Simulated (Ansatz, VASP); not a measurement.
AlN: VASP beside Ansatz

The input INCAR:

```
SYSTEM = AlN
  ALGO = Normal
  EDIFF = 1E-6
  ENCUT = 520
  GGA = PE
  ISIF = 2
  ISMEAR = -1
  LASPH = .TRUE.
  LCHARG = .TRUE.
  LELF = .TRUE.
  LREAL = .FALSE.
  LVHAR = .TRUE.
  LWAVE = .FALSE.
  NBANDS = 11
  NELM = 100
  PREC = Accurate
  SIGMA = 0.02
```

Contents of KPOINTS:

```
k-points
0
G
  10 10 10
  0 0 0
```

File POSCAR:

```
AlN
1.0
    0.0000000000      2.2285739407      2.2285739407
    2.2285739407      0.0000000000      2.2285739407
    2.2285739407      2.2285739407      0.0000000000
Al N
1 1
Direct
    0.0000000000      0.0000000000      0.0000000000
    0.2500000000      0.2500000000      0.2500000000
```

Input for Ansatz:

```yaml
crystal:
  lattice:
    - [0.0, 2.2285739407, 2.2285739407]
    - [2.2285739407, 0.0, 2.2285739407]
    - [2.2285739407, 2.2285739407, 0.0]
  atoms:
    - { symbol: Al, position: [0.0, 0.0, 0.0] }
    - { symbol: "N", position: [0.25, 0.25, 0.25] }
kpoints:
  mp_grid: { grid: [10, 10, 10] }
  band_path:
    path:
      - [0.0, 0.0, 0.0]
      - [-0.5, -0.5, 0.0]
      - [-0.375, -0.375, 0.25]
      - [-0.375, 0.0, 0.375]
      - [0.0, 0.0, 0.5]
      - [-0.5, -0.25, 0.25]
      - [0.0, 0.5, 0.5]
    npoints: 1
hamiltonian:
  xc: pbe
scf:
  occupations: { method: fermi_dirac, width: 0.02 }
  n_extra_bands: 4
output:
  forces: true
  stress: true
  eigenvalues: true
```

Change from the starting cell: hydrostatic strain +2.0%.

Alike in both runs: task single point; functional PBE; k mesh 10 × 10 × 10; occupations fermi-dirac, width 0.02 eV; no spin polarisation.

|  | VASP | Ansatz |
| --- | --- | --- |
| version | VASP 6.6.1 | Ansatz 0.2.0 |
| potentials or method | VASP PAW PBE potentials, release 64 (Al, N) | plane waves, PAW |
| plane-wave cutoff (eV) | 520 | 420 |
| valence electrons in the cell | 8 | 8 |

```tsv
	VASP	Ansatz	Ansatz less VASP
gap on the k mesh at the Fermi level (eV)	3.28	3.29	+0.006
pressure (GPa)	-6.8	-6.6	+0.29
```

A k mesh can miss the band edges.
